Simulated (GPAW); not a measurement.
# AlNi (Pm-3m) in GPAW: settings compared

The runs below take AlNi through relaxation of cell and atoms, with PBEsol+D3, PBEsol+D3(BJ), PBEsol+D3(BJ)+ATM.

Program: GPAW 26.7.0. These are calculated values, not measurements. Logs are shortened: lines on timing, memory, paths and dates and some standing lists are left out, and cuts for length are marked. The log counts tension as positive stress, the text compression.

### 1 Starting point

Symmetry: Pm-3m, No. 221, cubic system. Conventional cell: a = 2.881 Å, b = 2.881 Å, c = 2.881 Å, α = 90.00°, β = 90.00°, γ = 90.00°. Around Ni (site symmetry m-3m) lie 8 Al at 2.50 Å. Al (site symmetry m-3m) has 8 Ni at 2.50 Å as nearest neighbours.

### 2 Relaxation of cell and atoms, PBEsol+D3, collinear spin, ferromagnetic start

run.py reads:

```python
from ase import Atoms
from ase.calculators.mixing import SumCalculator
from ase.filters import FrechetCellFilter
from ase.io import write
from ase.optimize import BFGS
from dftd3.ase import DFTD3
from gpaw import GPAW, PW, setup_paths

setup_paths.insert(0, '.')

atoms = Atoms(['Ni', 'Al'],
              cell=[[2.881, 0.0, 0.0],
                    [0.0, 2.881, 0.0],
                    [0.0, 0.0, 2.881]],
              scaled_positions=[[0.5, 0.5, 0.5],
                                [0.0, 0.0, 0.0]],
              pbc=True)
atoms.set_initial_magnetic_moments([1.0, 0.0])

calc = GPAW(mode=PW(600),
            xc='PBEsol',
            kpts={'size': (9, 9, 9), 'gamma': True},
            occupations={'name': 'fermi-dirac', 'width': 0.05},
            nbands=20,
            convergence={'density': 1e-05, 'forces': 0.0001},
            maxiter=150,
            txt='gpaw.txt')
atoms.calc = SumCalculator([calc, DFTD3(method='pbesol', damping='d3zero')])
opt = BFGS(FrechetCellFilter(atoms), trajectory='relax.traj', logfile='-')
done = opt.run(fmax=0.02, steps=60)
calc.write('gs.gpw')
write('result.traj', atoms)
print('Converged:', done)
print('Cell:', atoms.cell.cellpar().round(4))
print('Volume:', round(atoms.get_volume(), 4))
print(atoms.get_scaled_positions().round(5))
```

Potentials or basis: PAW data sets generated in the run's folder for this functional, pw.

Command:

```sh
gpaw-setup -f PBEsol Al Ni
OMP_NUM_THREADS=1 python run.py
```

gpaw.txt:

```text
__  _  _
 | _ |_)|_||  |
 |__||  | ||/\| - 26.7.0

Input parameters:
  mode=PW(ecut=600.0),
  convergence={'density': 1e-05, 'forces': 0.0001},
  kpts=MonkhorstPack(size=(9, 9, 9), gamma=True),
  maxiter=150,
  nbands=20,
  occupations=Occupations(name='fermi-dirac', width=0.05),
  xc=XC(name='PBEsol')

Diagonalizing LCAO Hamiltonian
Converting LCAO to pw mode
   .------.
  /|      |
 * |      |
 | | Ni   |
 | .------.
 |/      /
 Al-----*

Atoms  # Å, Bohr magnetons
|   | symbol |        x |        y |        z |    initial magnetic moments |
|---|--------|----------|----------|----------|-----------------------------|
| 0 |     Ni | 1.440500 | 1.440500 | 1.440500 | ( 0.0000,  0.0000,  1.0000) |
| 1 |     Al | 0.000000 | 0.000000 | 0.000000 | ( 0.0000,  0.0000,  0.0000) |

Unit cell  # Å
| periodic |        x |        y |        z |  lengths |    angles |
|----------|----------|----------|----------|----------|-----------|
|      yes | 2.881000 | 0.000000 | 0.000000 | 2.881000 | 90.000000 |
|      yes | 0.000000 | 2.881000 | 0.000000 | 2.881000 | 90.000000 |
|      yes | 0.000000 | 0.000000 | 2.881000 | 2.881000 | 90.000000 |

Number of symmetries: 48
Symmetry operations  # r_c * U_cc + t_c -> r_c
|    | kind |            matrix            |
|----|------|------------------------------|
|  0 |  E   |  1, 0, 0,  0, 1, 0,  0, 0, 1 |
|  1 |  σ   |  1, 0, 0,  0, 1, 0,  0, 0,-1 |
|  2 |  σ   |  1, 0, 0,  0, 0, 1,  0, 1, 0 |
|  3 |  C4  |  1, 0, 0,  0, 0, 1,  0,-1, 0 |
|  4 |  C4  |  1, 0, 0,  0, 0,-1,  0, 1, 0 |
|  5 |  σ   |  1, 0, 0,  0, 0,-1,  0,-1, 0 |
|  6 |  σ   |  1, 0, 0,  0,-1, 0,  0, 0, 1 |
|  7 |  C2  |  1, 0, 0,  0,-1, 0,  0, 0,-1 |
|  8 |  σ   |  0, 1, 0,  1, 0, 0,  0, 0, 1 |
|  9 |  C2  |  0, 1, 0,  1, 0, 0,  0, 0,-1 |
| 10 |  C3  |  0, 1, 0,  0, 0, 1,  1, 0, 0 |
| 11 |  S6  |  0, 1, 0,  0, 0, 1, -1, 0, 0 |
| 12 |  S6  |  0, 1, 0,  0, 0,-1,  1, 0, 0 |
| 13 |  C3  |  0, 1, 0,  0, 0,-1, -1, 0, 0 |
| 14 |  C4  |  0, 1, 0, -1, 0, 0,  0, 0, 1 |
| 15 |  S4  |  0, 1, 0, -1, 0, 0,  0, 0,-1 |
| 16 |  C3  |  0, 0, 1,  1, 0, 0,  0, 1, 0 |
| 17 |  S6  |  0, 0, 1,  1, 0, 0,  0,-1, 0 |
| 18 |  σ   |  0, 0, 1,  0, 1, 0,  1, 0, 0 |
| 19 |  C4  |  0, 0, 1,  0, 1, 0, -1, 0, 0 |
| 20 |  C2  |  0, 0, 1,  0,-1, 0,  1, 0, 0 |
| 21 |  S4  |  0, 0, 1,  0,-1, 0, -1, 0, 0 |
[... 206 lines left out ...]
|          1 |       -54.666 |     1.000 |       -54.666 |     1.000 |
|          2 |       -54.666 |     1.000 |       -54.666 |     1.000 |
|          3 |        -2.273 |     1.000 |        -2.273 |     1.000 |
|          4 |         5.640 |     1.000 |         5.640 |     1.000 |
|          5 |         5.640 |     1.000 |         5.640 |     1.000 |
[... 9 lines left out ...]
|         15 |        29.844 |     0.000 |        29.844 |     0.000 |
|         16 |        29.844 |     0.000 |        29.844 |     0.000 |
|        ... |               |           |               |           |
|         19 |        32.414 |     0.000 |        32.414 |     0.000 |

No gap
No difference between direct/indirect transitions

Stress tensor  # eV/Ang^3
|         x |         y |        z |
|-----------|-----------|----------|
|  0.014158 | -0.000000 | 0.000000 |
| -0.000000 |  0.014158 | 0.000000 |
|  0.000000 |  0.000000 | 0.014158 |

Forces  # eV/Ang
|       x |       y |       z |
|---------|---------|---------|
| 0.00000 | 0.00000 | 0.00000 |  # Ni   0
| 0.00000 | 0.00000 | 0.00000 |  # Al   1

Interpolating wave functions to new cell

           Ni

       Al

Atoms  # Å, Bohr magnetons
|   | symbol |        x |         y |         z |    initial magnetic moments |
|---|--------|----------|-----------|-----------|-----------------------------|
| 0 |     Ni | 1.435434 |  1.435434 |  1.435434 | ( 0.0000,  0.0000,  0.0000) |
| 1 |     Al | 0.000000 | -0.000000 | -0.000000 | ( 0.0000,  0.0000,  0.0000) |

Unit cell  # Å
| periodic |        x |        y |        z |  lengths |    angles |
|----------|----------|----------|----------|----------|-----------|
|      yes | 2.870869 | 0.000000 | 0.000000 | 2.870869 | 90.000000 |
|      yes | 0.000000 | 2.870869 | 0.000000 | 2.870869 | 90.000000 |
|      yes | 0.000000 | 0.000000 | 2.870869 | 2.870869 | 90.000000 |

Number of symmetries: 48
Symmetry operations  # r_c * U_cc + t_c -> r_c
|    | kind |            matrix            |
|----|------|------------------------------|
|  0 |  E   |  1, 0, 0,  0, 1, 0,  0, 0, 1 |
|  1 |  σ   |  1, 0, 0,  0, 1, 0,  0, 0,-1 |
|  2 |  σ   |  1, 0, 0,  0, 0, 1,  0, 1, 0 |
|  3 |  C4  |  1, 0, 0,  0, 0, 1,  0,-1, 0 |
|  4 |  C4  |  1, 0, 0,  0, 0,-1,  0, 1, 0 |
|  5 |  σ   |  1, 0, 0,  0, 0,-1,  0,-1, 0 |
|  6 |  σ   |  1, 0, 0,  0,-1, 0,  0, 0, 1 |
|  7 |  C2  |  1, 0, 0,  0,-1, 0,  0, 0,-1 |
|  8 |  σ   |  0, 1, 0,  1, 0, 0,  0, 0, 1 |
|  9 |  C2  |  0, 1, 0,  1, 0, 0,  0, 0,-1 |
| 10 |  C3  |  0, 1, 0,  0, 0, 1,  1, 0, 0 |
| 11 |  S6  |  0, 1, 0,  0, 0, 1, -1, 0, 0 |
| 12 |  S6  |  0, 1, 0,  0, 0,-1,  1, 0, 0 |
| 13 |  C3  |  0, 1, 0,  0, 0,-1, -1, 0, 0 |
| 14 |  C4  |  0, 1, 0, -1, 0, 0,  0, 0, 1 |
| 15 |  S4  |  0, 1, 0, -1, 0, 0,  0, 0,-1 |
| 16 |  C3  |  0, 0, 1,  1, 0, 0,  0, 1, 0 |
| 17 |  S6  |  0, 0, 1,  1, 0, 0,  0,-1, 0 |
| 18 |  σ   |  0, 0, 1,  0, 1, 0,  1, 0, 0 |
| 19 |  C4  |  0, 0, 1,  0, 1, 0, -1, 0, 0 |
| 20 |  C2  |  0, 0, 1,  0,-1, 0,  1, 0, 0 |
| 21 |  S4  |  0, 0, 1,  0,-1, 0, -1, 0, 0 |
[... 177 lines left out ...]
Energy contributions:
  Kinetic:          11.803895
  Coulomb:          -6.970609
  Zero:              0.081118
  External:          0.000000
  Xc:              -18.288393
  Entropy:          -0.006365
  Spinorbit:         0.000000
  ----------------------------
  Free energy:     -13.380354
  Extrapolated:    -13.377171

dipole moment: (-4.908878, -4.908878, -4.908878)  # |e|*Ang

Total magnetic moment: (0.000000, 0.000000, 0.000000)

Local magnetic moments
|        x |        y |         z |
|----------|----------|-----------|
| 0.000000 | 0.000000 | -0.000000 |  # Ni   0
| 0.000000 | 0.000000 |  0.000000 |  # Al   1

Fermi level: 9.068
Eigenvalues  # (at kpt = [0.000, 0.000, 0.000])
| band index |      eig [eV] | occ [0-1] |      eig [eV] | occ [0-1] |
|------------|---------------|-----------|---------------|-----------|
|          0 |       -54.561 |     1.000 |       -54.561 |     1.000 |
|          1 |       -54.561 |     1.000 |       -54.561 |     1.000 |
|          2 |       -54.561 |     1.000 |       -54.561 |     1.000 |
|          3 |        -2.222 |     1.000 |        -2.222 |     1.000 |
|          4 |         5.718 |     1.000 |         5.718 |     1.000 |
|          5 |         5.718 |     1.000 |         5.718 |     1.000 |
[... 9 lines left out ...]
|         15 |        30.096 |     0.000 |        30.096 |     0.000 |
|         16 |        30.096 |     0.000 |        30.096 |     0.000 |
|        ... |               |           |               |           |
|         19 |        32.656 |     0.000 |        32.656 |     0.000 |

No gap
No difference between direct/indirect transitions

Stress tensor  # eV/Ang^3
|         x |         y |        z |
|-----------|-----------|----------|
|  0.002983 | -0.000000 | 0.000000 |
| -0.000000 |  0.002983 | 0.000000 |
|  0.000000 |  0.000000 | 0.002983 |

Forces  # eV/Ang
|        x |        y |        z |
|----------|----------|----------|
| -0.00000 | -0.00000 | -0.00000 |  # Ni   0
| -0.00000 | -0.00000 | -0.00000 |  # Al   1

Interpolating wave functions to new cell

           Ni

       Al

Atoms  # Å, Bohr magnetons
|   | symbol |         x |         y |         z |    initial magnetic moments |
|---|--------|-----------|-----------|-----------|-----------------------------|
| 0 |     Ni |  1.420872 |  1.420872 |  1.420872 | ( 0.0000,  0.0000, -0.0000) |
| 1 |     Al | -0.000000 | -0.000000 | -0.000000 | ( 0.0000,  0.0000,  0.0000) |

Unit cell  # Å
| periodic |        x |         y |         z |  lengths |    angles |
|----------|----------|-----------|-----------|----------|-----------|
|      yes | 2.841744 |  0.000000 |  0.000000 | 2.841744 | 90.000000 |
|      yes | 0.000000 |  2.841744 | -0.000000 | 2.841744 | 90.000000 |
|      yes | 0.000000 | -0.000000 |  2.841744 | 2.841744 | 90.000000 |

Number of symmetries: 48
Symmetry operations  # r_c * U_cc + t_c -> r_c
|    | kind |            matrix            |
|----|------|------------------------------|
|  0 |  E   |  1, 0, 0,  0, 1, 0,  0, 0, 1 |
|  1 |  σ   |  1, 0, 0,  0, 1, 0,  0, 0,-1 |
|  2 |  σ   |  1, 0, 0,  0, 0, 1,  0, 1, 0 |
|  3 |  C4  |  1, 0, 0,  0, 0, 1,  0,-1, 0 |
|  4 |  C4  |  1, 0, 0,  0, 0,-1,  0, 1, 0 |
|  5 |  σ   |  1, 0, 0,  0, 0,-1,  0,-1, 0 |
|  6 |  σ   |  1, 0, 0,  0,-1, 0,  0, 0, 1 |
|  7 |  C2  |  1, 0, 0,  0,-1, 0,  0, 0,-1 |
|  8 |  σ   |  0, 1, 0,  1, 0, 0,  0, 0, 1 |
|  9 |  C2  |  0, 1, 0,  1, 0, 0,  0, 0,-1 |
| 10 |  C3  |  0, 1, 0,  0, 0, 1,  1, 0, 0 |
| 11 |  S6  |  0, 1, 0,  0, 0, 1, -1, 0, 0 |
| 12 |  S6  |  0, 1, 0,  0, 0,-1,  1, 0, 0 |
| 13 |  C3  |  0, 1, 0,  0, 0,-1, -1, 0, 0 |
| 14 |  C4  |  0, 1, 0, -1, 0, 0,  0, 0, 1 |
| 15 |  S4  |  0, 1, 0, -1, 0, 0,  0, 0,-1 |
| 16 |  C3  |  0, 0, 1,  1, 0, 0,  0, 1, 0 |
| 17 |  S6  |  0, 0, 1,  1, 0, 0,  0,-1, 0 |
| 18 |  σ   |  0, 0, 1,  0, 1, 0,  1, 0, 0 |
| 19 |  C4  |  0, 0, 1,  0, 1, 0, -1, 0, 0 |
| 20 |  C2  |  0, 0, 1,  0,-1, 0,  1, 0, 0 |
| 21 |  S4  |  0, 0, 1,  0,-1, 0, -1, 0, 0 |
[... 178 lines left out ...]
Energy contributions:
  Kinetic:          14.680150
  Coulomb:          -9.187099
  Zero:              0.076053
  External:          0.000000
  Xc:              -18.933077
  Entropy:          -0.006084
  Spinorbit:         0.000000
  ----------------------------
  Free energy:     -13.370058
  Extrapolated:    -13.367016

dipole moment: (-4.857764, -4.857764, -4.857764)  # |e|*Ang

Total magnetic moment: (0.000000, 0.000000, -0.000000)

Local magnetic moments
|        x |        y |         z |
|----------|----------|-----------|
| 0.000000 | 0.000000 | -0.000000 |  # Ni   0
| 0.000000 | 0.000000 |  0.000000 |  # Al   1

Fermi level: 9.461
Eigenvalues  # (at kpt = [0.000, 0.000, 0.000])
| band index |      eig [eV] | occ [0-1] |      eig [eV] | occ [0-1] |
|------------|---------------|-----------|---------------|-----------|
|          0 |       -54.251 |     1.000 |       -54.251 |     1.000 |
|          1 |       -54.251 |     1.000 |       -54.251 |     1.000 |
|          2 |       -54.251 |     1.000 |       -54.251 |     1.000 |
|          3 |        -2.069 |     1.000 |        -2.069 |     1.000 |
|          4 |         5.947 |     1.000 |         5.947 |     1.000 |
|          5 |         5.947 |     1.000 |         5.947 |     1.000 |
[... 9 lines left out ...]
|         15 |        30.838 |     0.000 |        30.838 |     0.000 |
|         16 |        30.838 |     0.000 |        30.838 |     0.000 |
|        ... |               |           |               |           |
|         19 |        33.367 |     0.000 |        33.367 |     0.000 |

No gap
No difference between direct/indirect transitions

Stress tensor  # eV/Ang^3
|         x |         y |         z |
|-----------|-----------|-----------|
| -0.032410 | -0.000000 |  0.000000 |
| -0.000000 | -0.032410 | -0.000000 |
|  0.000000 | -0.000000 | -0.032410 |

Forces  # eV/Ang
|        x |        y |        z |
|----------|----------|----------|
|  0.00000 |  0.00000 | -0.00000 |  # Ni   0
| -0.00000 | -0.00000 | -0.00000 |  # Al   1

# Writing to gs.gpw (mode='')
```

Wall time 84 s (1 thread of Arm Neoverse V1, shared host); peak memory 0.21 GiB.

What came out:

- Free energy: -13.9046 eV
- Relaxed volume: 11.47 Å³/atom
- Relaxed cell: a = 2.842 Å, b = 2.842 Å, c = 2.842 Å, α = 90.00°, β = 90.00°, γ = 90.00°
- Space group after relaxing (to 0.05 Å): Pm-3m (No. 221)
- Energy gained by relaxing: 9.9 meV/atom
- Ionic steps: 3
- Pressure after relaxing: 0.3 GPa
- Band gap on the k mesh: none (metal or under the smearing width)
- Net moment: 0.00 μB per cell
- Dispersion energy per atom: -0.267 eV

The path:
| step | energy change (eV) | largest force (eV/Å) | pressure (GPa) | volume (Å³) |
| --- | --- | --- | --- | --- |
| 1 | 0.0000 | 0.0000 | -6.61 | 23.91 |
| 2 | -0.0091 | 0.0000 | -4.96 | 23.66 |
| 3 | -0.0199 | 0.0000 | 0.27 | 22.95 |

Final structure:
```cif
data_structure
_symmetry_space_group_name_H-M 'P 1'
_symmetry_Int_Tables_number 1
_cell_length_a 2.8417
_cell_length_b 2.8417
_cell_length_c 2.8417
_cell_angle_alpha 90.000
_cell_angle_beta 90.000
_cell_angle_gamma 90.000
_cell_volume 22.95
loop_
_atom_site_label
_atom_site_type_symbol
_atom_site_fract_x
_atom_site_fract_y
_atom_site_fract_z
_atom_site_occupancy
Ni1 Ni 0.50000 0.50000 0.50000 1
Al1 Al 0.00000 0.00000 0.00000 1
```

Caveat: each step starts from the last one's moments, so a moment once lost doesn't come back; the stock nickel data set gives pressures a few GPa off other programs; later steps reuse the first step's grids; pairwise dispersion overbinds metals, which lowers pressure and volume.

(Continued in part 2 of 2.)
